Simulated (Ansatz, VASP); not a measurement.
# P: VASP beside Ansatz

```xyz
2
Lattice="2.3752 0.0000 0.0000 0.0000 2.3888 0.0000 -0.0199 0.0000 4.7534" Properties=species:S:1:pos:R:3 pbc="T T T"
P    -0.0149    0.0000    3.5623
P     2.3702    0.0000    1.1911
```

Change from the starting cell: volume scaled by 0.94.

Alike in both runs: task single point; functional PBE; k mesh 11 × 11 × 6; occupations fermi-dirac, width 0.05 eV; no spin polarisation.

|  | VASP | Ansatz |
| --- | --- | --- |
| version | VASP 6.6.1 | Ansatz 0.2.0 |
| potentials or method | VASP PAW PBE potentials, release 64 (P) | Ansatz PAW |
| plane-wave cutoff (eV) | 520 | 420 |
| valence electrons in the cell | 10 | 10 |

|  | VASP | Ansatz | Ansatz less VASP |
| --- | --- | --- | --- |
| gap on the k mesh at the Fermi level (eV) | none | none | - |
| pressure (GPa) | 10.3 | 10.7 | +0.39 |
| largest component of the traceless stress (GPa) | 1.13 | 1.14 | +0.015 |
| rms of the force components (eV/Å) | 0.009 | 0.010 | +0.0007 |

Atom by atom the forces differ by 0.001 eV/Å (rms over components). A gap of «none» marks a metal or a gap that the smearing closes.
